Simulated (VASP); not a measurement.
Crystal: ZnS.

```
Zn S
1.0
     3.80580    0.00000    0.00000
    -1.90290    3.29592    0.00000
     0.00000    0.00000    6.23798
Zn S
2 2
Cartesian
  0.0000 2.1973 0.0009
  1.9029 1.0986 3.1199
  0.0000 2.1973 2.3384
  1.9029 1.0986 5.4574
```

The cell is a database's computed one.

```yaml
Program: VASP 6.6.1
Task: relaxation of cell and atoms
Functional: PBE
Potentials_or_basis: VASP PAW PBE potentials, release 64 (Zn, S)
Cutoff: 600 eV
k_mesh: 9 × 9 × 6
Occupations: gaussian, width 0.02 eV
Spin: no spin polarisation
```

At the start: pressure 2.5 GPa; volume 19.56 Å³/atom.

How do energy, volume and symmetry change on relaxing?

Over 3 steps the energy falls by 5.0 meV/atom and the volume is 20.23 Å³/atom (+3.4 %); space group P6_3mc (No. 186, to 0.05 Å).

Step by step:
```tsv
step	energy change (eV)	largest force (eV/Å)	pressure (GPa)	volume (Å³)
1	0.0000	0.0109	2.48	78.25
2	-0.0181	0.0016	-0.62	81.73
3	-0.0200	0.0011	-0.02	80.92
```

Final structure:
```
Zn S
1.0
     3.84824    0.00000    0.00000
    -1.92412    3.33268    0.00000
     0.00000    0.00000    6.30930
Zn S
2 2
Direct
  0.33333 0.66667 0.00020
  0.66667 0.33333 0.50020
  0.33333 0.66667 0.37480
  0.66667 0.33333 0.87480
```
